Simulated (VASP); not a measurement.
Here is a VASP 6.6.1 calculation.

The input INCAR:

```
SYSTEM = ZnS
PREC = Accurate
ENCUT = 600
EDIFF = 1E-7
ISMEAR = -1
SIGMA = 0.05
LREAL = .False.
LASPH = .True.
NELM = 60
ALGO = Fast
ISIF = 3
LWAVE = .False.
LCHARG = .False.
GGA = RE
IBRION = 2
NSW = 40
EDIFFG = -0.01
```

File KPOINTS:

```
regular mesh
0
Gamma
  9 9 9
  0 0 0
```

Contents of POSCAR:

```
ZnS
1.0
    0.0000000000      2.7020000000      2.7020000000
    2.7020000000      0.0000000000      2.7020000000
    2.7020000000      2.7020000000      0.0000000000
Zn S
1 1
Direct
    0.7500000000      0.7500000000      0.7500000000
    0.0000000000      0.0000000000      0.0000000000
```

Potentials or basis: VASP PAW PBE potentials, release 64 (Zn, S).

Launch:

```sh
$ cat potpaw_PBE.64/Zn/POTCAR potpaw_PBE.64/S/POTCAR > POTCAR
$ mpirun -np 1 vasp_std > vasp.out
```

Task: Estimate the space group after relaxing (to 0.05 Å).

Result: F-43m (No. 216).

Task: Predict the relaxed cell.

Result: a = 3.887 Å, b = 3.887 Å, c = 3.887 Å, α = 60.00°, β = 60.00°, γ = 60.00°.

The path:
```
step  energy change (eV)  largest force (eV/Å)  pressure (GPa)  volume (Å³)
   1              0.0000                0.0000            3.66        39.45
   2             -0.0206                0.0000           -0.86        42.08
   3             -0.0222                0.0000            0.08        41.49
   4             -0.0222                0.0000           -0.07        41.54
```

Caveat: the PAW data sets were made with another functional, which shifts forces and pressure a little. Zero-point motion and thermal expansion aren't in these numbers.
